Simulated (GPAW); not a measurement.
# ZnSe (Stilleite) (F-43m) in GPAW: notebook, part 2 of 2

GPAW 26.7.0. Earlier steps stand in the parts before.

## (3) Dielectric tensor, LDA

Contents of run.py:

```python
import numpy as np
from ase import Atoms
from ase.dft.bandgap import bandgap
from ase.io import write
from gpaw import GPAW, PW
from gpaw.response.df import DielectricFunction

atoms = Atoms(['Se', 'Zn'],
              cell=[[0.0, 2.8338, 2.8338],
                    [2.8338, 0.0, 2.8338],
                    [2.8338, 2.8338, 0.0]],
              scaled_positions=[[0.75, 0.75, 0.75],
                                [0.0, 0.0, 0.0]],
              pbc=True)

calc = GPAW(mode=PW(450),
            xc='LDA',
            kpts={'size': (7, 7, 7), 'gamma': True},
            occupations={'name': 'fermi-dirac', 'width': 0.001},
            nbands=18,
            convergence={'density': 1e-06},
            maxiter=150,
            txt='gpaw.txt')
atoms.calc = calc
energy = atoms.get_potential_energy()
calc.write('gs.gpw')
write('result.traj', atoms)
print(f'Energy: {energy:.6f} eV')
print('Fermi level:', round(calc.get_fermi_level(), 4), 'eV')
print(f'Gap: {bandgap(calc)[0]:.4f} eV, direct: {bandgap(calc, direct=True)[0]:.4f} eV')

for size in [(14, 14, 14), (20, 20, 20)]:
    name = 'x'.join(str(n) for n in size)
    dense = calc.fixed_density(kpts={'size': size, 'gamma': True},
                               nbands=35, convergence={'bands': 29, 'eigenstates': 1e-7},
                               update_fermi_level=True, txt=f'dense-{name}.txt')
    dense.write(f'{name}.gpw', mode='all')
    df = DielectricFunction(f'{name}.gpw', frequencies=np.array([0.0]), hilbert=False, eta=0.001,
                            ecut=80, nbands=29, intraband=False, txt=f'df-{name}.txt')
    for xc in ['RPA', 'LR0.2', 'ALDA_X']:
        for direction in ['x', 'y', 'z', [0, 1, 1], [1, 0, 1], [1, 1, 0]]:
            e0, e = df.get_macroscopic_dielectric_constant(xc=xc, direction=direction)
            print(f'{name} {xc} {direction}: {e0:.4f} without, {e:.4f} with local fields')
```

Potentials or basis: the program's PAW data sets (release 1.2.1) made for this functional, pw.

Command:

```
$ OMP_NUM_THREADS=1 python run.py
```

gpaw.txt:

```text
__  _  _
 | _ |_)|_||  |
 |__||  | ||/\| - 26.7.0

Input parameters:
  mode=PW(ecut=450.00000000000006),
  convergence={'density': 1e-06},
  kpts=MonkhorstPack(size=(7, 7, 7), gamma=True),
  maxiter=150,
  nbands=18,
  occupations=Occupations(name='fermi-dirac', width=0.001),
  xc=XC(name='LDA')

Diagonalizing LCAO Hamiltonian
Converting LCAO to pw mode

                    Se

       Zn

Atoms  # Å, Bohr magnetons
|   | symbol |        x |        y |        z |    initial magnetic moments |
|---|--------|----------|----------|----------|-----------------------------|
| 0 |     Se | 4.250700 | 4.250700 | 4.250700 | ( 0.0000,  0.0000,  0.0000) |
| 1 |     Zn | 0.000000 | 0.000000 | 0.000000 | ( 0.0000,  0.0000,  0.0000) |

Unit cell  # Å
| periodic |        x |        y |        z |  lengths |    angles |
|----------|----------|----------|----------|----------|-----------|
|      yes | 0.000000 | 2.833800 | 2.833800 | 4.007598 | 60.000000 |
|      yes | 2.833800 | 0.000000 | 2.833800 | 4.007598 | 60.000000 |
|      yes | 2.833800 | 2.833800 | 0.000000 | 4.007598 | 60.000000 |

Number of symmetries: 24
Symmetry operations  # r_c * U_cc + t_c -> r_c
|    | kind |            matrix            |
|----|------|------------------------------|
|  0 |  E   |  1, 0, 0,  0, 1, 0,  0, 0, 1 |
|  1 |  σ   |  1, 0, 0,  0, 0, 1,  0, 1, 0 |
|  2 |  σ   |  1, 0,-1,  0, 1,-1,  0, 0,-1 |
|  3 |  C3  |  1, 0,-1,  0, 0,-1,  0, 1,-1 |
|  4 |  C3  |  1,-1, 0,  0,-1, 1,  0,-1, 0 |
|  5 |  σ   |  1,-1, 0,  0,-1, 0,  0,-1, 1 |
|  6 |  σ   |  0, 1, 0,  1, 0, 0,  0, 0, 1 |
|  7 |  C3  |  0, 1, 0,  0, 0, 1,  1, 0, 0 |
|  8 |  C2  |  0, 1,-1,  1, 0,-1,  0, 0,-1 |
|  9 |  S4  |  0, 1,-1,  0, 0,-1,  1, 0,-1 |
| 10 |  C3  |  0, 0, 1,  1, 0, 0,  0, 1, 0 |
| 11 |  σ   |  0, 0, 1,  0, 1, 0,  1, 0, 0 |
| 12 |  S4  |  0, 0,-1,  1, 0,-1,  0, 1,-1 |
| 13 |  C3  |  0, 0,-1,  0, 1,-1,  1, 0,-1 |
| 14 |  S4  |  0,-1, 1,  1,-1, 0,  0,-1, 0 |
| 15 |  C2  |  0,-1, 1,  0,-1, 0,  1,-1, 0 |
| 16 |  C3  |  0,-1, 0,  1,-1, 0,  0,-1, 1 |
| 17 |  S4  |  0,-1, 0,  0,-1, 1,  1,-1, 0 |
| 18 |  S4  | -1, 1, 0, -1, 0, 1, -1, 0, 0 |
| 19 |  C3  | -1, 1, 0, -1, 0, 0, -1, 0, 1 |
| 20 |  C3  | -1, 0, 1, -1, 1, 0, -1, 0, 0 |
| 21 |  S4  | -1, 0, 1, -1, 0, 0, -1, 1, 0 |
| 22 |  σ   | -1, 0, 0, -1, 1, 0, -1, 0, 1 |
| 23 |  C2  | -1, 0, 0, -1, 0, 1, -1, 1, 0 |

BZ-sampling:
  Number of BZ points: 343
  Number of IBZ points: 20

  Monkhorst-Pack size: [7, 7, 7]
  Monkhorst-Pack shift: [0, 0, 0]

K-points  # in reciprocal-cell coordinates
|     |                                coordinates |     weight |
|-----|--------------------------------------------|------------|
|   0 | (  0.00000000,   0.00000000,   0.00000000) | 0.00291545 |
|   1 | (  0.14285714,   0.14285714,   0.00000000) | 0.01749271 |
|   2 | (  0.14285714,   0.14285714,   0.14285714) | 0.02332362 |
|   3 | (  0.28571429,   0.14285714,   0.14285714) | 0.03498542 |
|   4 | (  0.28571429,   0.28571429,   0.00000000) | 0.01749271 |
|   5 | (  0.28571429,   0.28571429,   0.14285714) | 0.06997085 |
|   6 | (  0.28571429,   0.28571429,   0.28571429) | 0.02332362 |
|   7 | (  0.42857143,  -0.28571429,  -0.28571429) | 0.03498542 |
|   8 | (  0.42857143,   0.28571429,  -0.42857143) | 0.13994169 |
|   9 | (  0.42857143,   0.28571429,  -0.28571429) | 0.06997085 |
| ... |                                            |            |
|  19 | (  0.42857143,   0.42857143,   0.42857143) | 0.02332362 |

Plane wave coefficients: 998
Cutoff: 450.00000000000006 eV

Spin-components: 1 (collinear spins)
Bands:           18
Projectors:      11
Spin-degeneracy: 2
Datatype:        complex128

Parallelization:
  kpt:    1
  domain: 1
  band:   1

Density:
  Valence electrons: 18.0
  Components: 1
  Grid points: [20 20 20]
  Charge: 0.0  # |e|

Potential:
  Grid points: [20 20 20]

species:
  Se:
    name:    Selenium
    Z:       34.0
    valence: 6
    core:    28
    charge:  0.0  # [|e|]
    compensation charges:
      type: gauss
      rc: 0.27  # [Å]
      lmax: 2
    cutoffs:
      filter: 1.77  # [Å]
      core: 2.67  # [Å]
    projectors
    | kind |    occ | energy [eV] | rcut [Å] |
    |------|--------|-------------|----------|
    |   4s |  2.000 |     -17.472 |    0.847 |
    |   4p |  4.000 |      -6.656 |    1.005 |
    |    s |        |       9.739 |    0.847 |
    |    p |        |      20.555 |    1.005 |
    |    d |        |       0.000 |    0.847 |

    Using partial waves for Se as LCAO basis

  Zn:
    name:    Zinc
    Z:       30.0
    valence: 12
    core:    18
    charge:  0.0  # [|e|]
    compensation charges:
      type: gauss
      rc: 0.37  # [Å]
      lmax: 2
    cutoffs:
      filter: 2.14  # [Å]
      core: 2.28  # [Å]
    projectors
    | kind |    occ | energy [eV] | rcut [Å] |
    |------|--------|-------------|----------|
    |   4s |  2.000 |      -6.218 |    1.286 |
    |   4p |  0.000 |      -1.230 |    1.270 |
    |   3d | 10.000 |     -10.426 |    1.180 |
    |    s |        |      20.994 |    1.286 |
    |    p |        |      25.981 |    1.270 |
    |    d |        |      16.786 |    1.180 |

    Using partial waves for Zn as LCAO basis

Reference energy: -114805.075344  # eV

eigensolver:
  PPCG
  Converge bands: occupied
  niter=2

density mixing:
  MSR1-Mixer
  Pratt-step length: 0.05
  Maximum mixing coefficient: 0.75
  Old densities: 10
  SVD Regularization: 0.005
  Good broyden scale: 1.0
  Trust region scale: 1.0
  Backstep threshold: 4.0
  History deletion threshold: 6.0
  Fourier metric: weight=20.0, sigma=0.015

occupation numbers:
  Fermi-Dirac:
    width: 0.0010  # eV

poisson solver:
  ecut: 3600.0000000000005  # eV

xc functional:
  name: None

convergence criteria:
- Maximum integral of absolute [dens]ity change: 1e-06 electrons / valence electron
- Maximum [total energy] change in last 3 cyles: 0.0005 eV / valence electron
- Maximum integral of absolute [eigenst]ate change: 4e-08 eV^2 / valence electron
maximum number of iterations: 150

SCF iterations
|iter     | |      energy | eigst |  dens |
|---------|-|-------------|-------|-------|
|iter:   1| |   -7.678331 | -0.32 |       |
|iter:   2| |   -7.619449 | -2.23 | -1.26 |
|iter:   3| |   -7.429250 | -1.71 | -1.30 |
|iter:   4| |   -7.424709 | -2.84 | -1.85 |
|iter:   5| |   -7.424759c| -4.36 | -2.36 |
|iter:   6| |   -7.424746c| -5.10 | -3.32 |
|iter:   7| |   -7.424751c| -6.45 | -3.73 |
|iter:   8| |   -7.424752c| -7.31 | -4.14 |
|iter:   9| |   -7.424752c| -8.09c| -5.51 |
|iter:  10| |   -7.424752c| -7.87c| -5.81 |
|iter:  11| |   -7.424752c| -9.28c| -6.93c|

Converged in 11 steps
Energy contributions relative to reference atoms: (reference = -114805.075344)

Energy contributions:
  Kinetic:           9.979085
  Coulomb:          -8.511897
  Zero:             -0.056463
  External:          0.000000
  Xc:               -8.835477
  Entropy:          -0.000000
  Spinorbit:         0.000000
  ----------------------------
  Free energy:      -7.424752
  Extrapolated:     -7.424752

dipole moment: (-7.131909, -7.131909, -7.131909)  # |e|*Ang

Fermi level: 3.942
Eigenvalues  # (at kpt = [0.000, 0.000, 0.000])
| band index |      eig [eV] | occ [0-2] |
|------------|---------------|-----------|
|          0 |        -9.755 |     2.000 |
|          1 |        -3.073 |     2.000 |
|          2 |        -3.073 |     2.000 |
|          3 |        -3.073 |     2.000 |
|          4 |        -2.714 |     2.000 |
|          5 |        -2.714 |     2.000 |
[... 10 lines left out ...]
|         16 |        16.453 |     0.000 |
|         17 |        16.453 |     0.000 |

Gap: 1.045 eV
Transition (v -> c):
  (s=0, k=0, n=8, [0.00, 0.00, 0.00]) -> (s=0, k=0, n=9, [0.00, 0.00, 0.00])
No difference between direct/indirect transitions
# Writing to gs.gpw (mode='')
```

Run time: 3.4 min. Hardware: 1 thread of Arm Neoverse V2, shared host; peak memory 1 GiB.

Results:

* Free energy: -7.4248 eV
* Band gap on the k mesh: 1.04 eV, direct
* Electronic dielectric tensor (diagonal): 7.32

Electronic dielectric tensor:
```
7.32 0.00 0.00
0.00 7.32 0.00
0.00 0.00 7.32
```

Caveat: the long-wavelength limit can be off by several per cent where d states take part.

## (4) The reference run

An earlier run on the cell as given: functional PBEsol; potentials or basis PAW data sets generated in the run's folder for this functional; cutoff 600 eV; basis pw; k mesh 8 × 8 × 8; occupations fermi-dirac, width 0.05 eV; no spin polarisation.

- Pressure: -1.2 GPa
- Band gap on the k mesh: 1.18 eV, direct

## (5) Overview

| task | level | potentials or basis | spin | k mesh | cutoff (eV) | smearing | band path | band points | spin axis theta (degrees) | spin axis phi (degrees) | response ecut | gap on the mesh (eV) | pressure (GPa) |
| --- | --- | --- | --- | --- | --- | --- | --- | --- | --- | --- | --- | --- | --- |
| band structure | SCAN | GPAW PAW data sets (gpaw-data 1.2.1), pw | SOC, no magnetisation | 7 × 7 × 7 | 600 | fermi-dirac 0.05 eV | GXWKGLUWLK,UX | 80 | 54.7 | 45 | - | 1.64 | -0.8 |
| dielectric tensor | LDA | the program's PAW data sets (release 1.2.1) made for this functional, pw | off | 7 × 7 × 7 | 450 | fermi-dirac 0.001 eV | - | - | - | - | 80 eV | 1.04 | - |
| single point | PBEsol | PAW data sets generated in the run's folder for this functional, pw | off | 8 × 8 × 8 | 600 | fermi-dirac 0.05 eV | - | - | - | - | - | 1.18 | -1.2 |

Alike in all rows: cell as given.

Caveats: spin-orbit coupling was added after a scalar SCF, so levels and gaps hold it while energy, forces, pressure and moments don't (some runs); this program's spin-orbit splittings come out too wide for heavy elements (some runs); the PAW data sets were made with another functional, which shifts forces and pressure a little (some runs); the long-wavelength limit can be off by several per cent where d states take part (some runs).

Total energies depend on the potentials used, so only differences within one code and one set of settings carry meaning.

## (6) Against experiment

Step 2. A measured gap of ZnSe is 2.695 eV (an exciton energy, a little under the gap; 300 K; “Alloy Disordering Effects on the Thermal Conductivity and Energy Gap Temperature Dependence of Cd1−xZnxSe Ternary Crystals Grown by the Bridgman Method”, 2023, pmc:10253836); the calculated 1.64 eV misses it by -1.05 eV. The value is that of SCAN, without temperature or zero-point motion.

Step 3. The gap isn't set beside the deposited one, since this odd mesh misses points on the zone boundary. A measured high-frequency dielectric constant of ZnSe is 5.9 (a printed reference work, textbook); the calculated 7.32 misses it by +24.1 %.
